Between the highest filled and the lowest empty level at one and the same point of reciprocal space, Bi2Se3 can show a separation of one electronvolt or of two and a half. These vertical gaps describe the crystal at single wave vectors. The gap of the whole calculation is far smaller, 0.127 eV, and it has to come from somewhere. Two points of the mesh are left open here: the zone centre Γ at (0, 0, 0), and (0, 0, 0.25). Where do the levels next to the gap lie at these two?

Kohn-Sham levels of Bi2Se3 (R-3m, 5 atoms per cell) at points of an 8x8x8 k mesh, computed with FLEUR MaX-R8.1 (later development tree) using all-electron FLAPW DFT and the WC functional, without spin polarisation or spin-orbit coupling. Occupations follow Fermi-Dirac smearing of width 0.05 eV, and energies are counted from the valence top.

```
point a (reciprocal cell vector)  point b (reciprocal cell vector)  point c (reciprocal cell vector)  level under 4 (eV)  level under 3 (eV)  level under 2 (eV)  level under 1 (eV)  level over 1 (eV)  level over 2 (eV)
                          0.0000                            0.0000                            0.0000                   ?                   ?                   ?                   ?                  ?                  ?
                          0.0000                            0.0000                            0.2500                   ?                   ?                   ?                   ?                  ?                  ?
                          0.0000                            0.1250                            0.1250              -1.635              -1.313              -0.755              -0.612              0.961              1.579
                          0.0000                            0.2500                            0.2500              -1.940              -1.433              -1.317              -1.040              1.542              2.201
                          0.0000                            0.5000                            0.5000              -1.917              -1.897              -1.634              -1.011              1.281              1.912
                          0.1250                            0.1250                            0.3750              -2.054              -1.141              -0.989              -0.352              0.887              1.924
                          0.5000                            0.5000                            0.5000              -1.579              -1.369              -1.369              -0.481              0.580              1.677
```

The three coordinates are fractions of the reciprocal cell vectors. "Level under 1" is the highest filled level at a point and "level over 1" the lowest empty one; all energies are counted from the top of the valence band. None of the five known points holds a band edge. The highest filled level among them lies at -0.352 eV and the lowest empty one at 0.580 eV.

For Γ, a piece of logic does most of the work. The smallest vertical gap on the mesh is also 0.127 eV, equal to the overall gap. At any point the highest filled level lies at or below the valence top, and the lowest empty level at or above the conduction bottom. A vertical gap can therefore shrink to the overall gap only at a point that holds both edges.

That this point is Γ is a matter of band theory: without spin-orbit coupling, Bi2Se3 is known to have both edges there. The forecast for Γ is thus a highest filled level at 0.000 eV, at most 0.1 eV lower, and a lowest empty level at 0.127 eV, at most 0.1 eV higher. The margin allows for edges that sit one mesh step away along the trigonal axis, where a plain cosine running from Γ to (0.5, 0.5, 0.5) would have moved by about 0.07 eV.

Symmetry adds a forecast about the deeper levels. On the trigonal axis, a turn by 120° mixes the two p orbitals that lie in the layers, so states built from them come in pairs of equal energy. The point (0.5, 0.5, 0.5) lies on this axis and has such a pair at -1.369 eV. By analogy, Γ should have an exact pair among its second to fourth filled levels, although symmetry alone does not fix its place in the order. The point (0, 0, 0.25) lies off the axis, where only a mirror plane remains, and should have none.

The levels at (0, 0, 0.25) need a physical picture. The crystal is a stack of slabs, each five atomic layers thick, and an electron can hop from one slab to the next. Hopping between neighbouring slabs makes the energy rise and fall as a cosine when the wave vector moves along the stacking axis. Each slab is shifted sideways against the one below, so away from the axis the crest of this cosine need not lie where it does at Γ.

Two of the known points help, because symmetry brings them onto one line with the open point. Adding 0.125 to each coordinate of (0, 0, 0.25) gives (0.125, 0.125, 0.375). Subtracting 0.25 from each gives (-0.25, -0.25, 0), which inversion and a threefold turn carry into (0, 0.25, 0.25). With t as the distance along the axis in units of the period, the open point has t = 0 and its two neighbours have t = 1/8 and t = -1/4.

A cosine has a mean, an amplitude and a phase, and two points cannot fix all three. The most cautious choice is the smallest amplitude that passes through both. It places the steepest part of the curve midway between them, at t = -1/16:

E(t) = M + D sin[2π(t + 1/16)] / sin(2π × 3/16)

Here M is the mean of the two known levels, and D is half the difference between the level at t = 1/8 and that at t = -1/4. At t = 0 the ratio of the sines is sin 22.5° / sin 67.5° = 0.414.

For the highest filled level the known values are -1.040 and -0.352 eV. The estimate then runs as follows:

M = (-1.040 - 0.352)/2 = -0.696 eV
D = (-0.352 + 1.040)/2 = 0.344 eV
E(0) = -0.696 + 0.414 × 0.344 ≈ -0.55 eV

The same steps put the lowest empty level at 1.08 eV. Both forecasts carry an error bar of ±0.3 eV. A shift of the phase by an eighth of a period would already move them by about 0.2 eV, and bands that cross or mix can spoil a single cosine.

The withheld rows as computed:

```
point a (reciprocal cell vector)  point b (reciprocal cell vector)  point c (reciprocal cell vector)  level under 4 (eV)  level under 3 (eV)  level under 2 (eV)  level under 1 (eV)  level over 1 (eV)  level over 2 (eV)
                          0.0000                            0.0000                            0.0000              -1.860              -1.197              -1.197               0.000              0.127              1.364
                          0.0000                            0.0000                            0.2500              -1.871              -1.236              -1.148              -0.531              1.143              1.905
```

At Γ both edge levels agree with the forecast to the last printed digit. This confirms where the edges sit on this mesh, but the values themselves followed from the known gap once Γ had been chosen. The expected pair is there too, 1.197 eV below the valence top. At (0, 0, 0.25) the four filled levels listed are all distinct, and the closest two lie 0.088 eV apart.

At (0, 0, 0.25) the highest filled level comes out at -0.531 eV, so the forecast was about 0.02 eV too low. The lowest empty level is 1.143 eV, and there the forecast was about 0.06 eV too low. Both misses are well inside the error bar. They are also well below the 0.2 eV by which a phase shift of an eighth of a period would have moved the forecasts. If each edge level follows a single cosine along this line, its phase must therefore lie fairly close to the one chosen. Whether it does follow a single cosine remains untested, because the mean, amplitude and phase can be adjusted to match all three points exactly.

A simpler idea is that in a layered crystal only the in-plane part of the wave vector matters. The two known points on the line refute it: their in-plane parts are equivalent by symmetry, yet each edge level differs between them by more than 0.6 eV. The plain mean of the two misses the filled level by 0.17 eV, far more than the cosine does. For the empty level it misses by 0.07 eV and is practically as good, so only the filled level favours the cosine clearly. The output below lists both estimates with their misses.

The zone centre matters greatly when the gap of this compound is read from a mesh. Without Γ, the other six points of the table would suggest a gap of 0.580 + 0.352 = 0.932 eV, about seven times the value found with it. The full mesh also has points nearer to Γ, which are not in the table and would lower this estimate. A plain cosine is a poor guide to how much, because the two edge states at Γ are known to have opposite parity. Away from Γ along the axis they can mix and push each other apart, which opens the gap faster. A mesh for this compound should therefore contain Γ, and a finer one is needed to see whether the gap shrinks further, or even closes, between the points.

Even a perfect mesh would not turn 0.127 eV into the gap of the real material. Spin-orbit coupling in the bismuth 6p states is of the order of an electronvolt, and this calculation leaves it out. In Bi2Se3 that coupling is known to exchange the order of the two edge states at Γ, which makes the compound a topological insulator. The levels here belong to the situation before that exchange, but no orbital characters are printed, so the table does not show the order itself. The semilocal WC functional adds a gap error of its own, and the smearing width of 0.05 eV is not small against this gap. With the Fermi energy near the middle of the gap, the smearing leaves the lower edge state at Γ about four fifths filled and the upper one about one fifth.

Output of the analysis:

```
Filled edge, change over one mesh step along the axis by a cosine, eV: -0.07044
Empty edge, change over one mesh step along the axis by a cosine, eV: 0.06634
Point 0 0 0, forecast of highest filled level, at most 0.1 lower, eV: 0
Point 0 0 0, computed highest filled level, eV: 0
Point 0 0 0, miss of filled level, forecast less computed, eV: 0
Point 0 0 0, forecast of lowest empty level, at most 0.1 higher, eV: 0.127
Point 0 0 0, computed lowest empty level, eV: 0.127
Point 0 0 0, miss of empty level, forecast less computed, eV: 0
Filled level, difference of the two known points on the line, eV: 0.688
Empty level, difference of the two known points on the line, eV: -0.655
Filled level, change for a phase shift of an eighth of a period, eV: 0.2015
Empty level, change for a phase shift of an eighth of a period, eV: 0.1918
Point 0 0 0.25, forecast of highest filled level, error bar 0.3, eV: -0.5535
Point 0 0 0.25, computed highest filled level, eV: -0.531
Point 0 0 0.25, miss of filled level, forecast less computed, eV: -0.02251
Point 0 0 0.25, forecast of lowest empty level, error bar 0.3, eV: 1.079
Point 0 0 0.25, computed lowest empty level, eV: 1.143
Point 0 0 0.25, miss of empty level, forecast less computed, eV: -0.06415
Rival plain mean, filled level, eV: -0.696
Rival plain mean, miss of filled level, eV: -0.165
Rival plain mean, empty level, eV: 1.215
Rival plain mean, miss of empty level, eV: 0.0715
In-plane distance in reciprocal vectors, vertical gap and spacings of filled levels in eV:
    row  in_plane  vertical_gap  first_to_second  second_to_third  third_to_fourth
    0.0         0         0.127            1.197                0            0.663
    0.0      0.25         1.674            0.617            0.088            0.635
    0.0     0.125         1.573            0.143            0.558            0.322
    0.0      0.25         2.582            0.277            0.116            0.507
    0.0       0.5         2.292            0.623            0.263             0.02
  0.125      0.25         1.239            0.637            0.152            0.913
    0.5         0         1.061            0.888                0             0.21
```
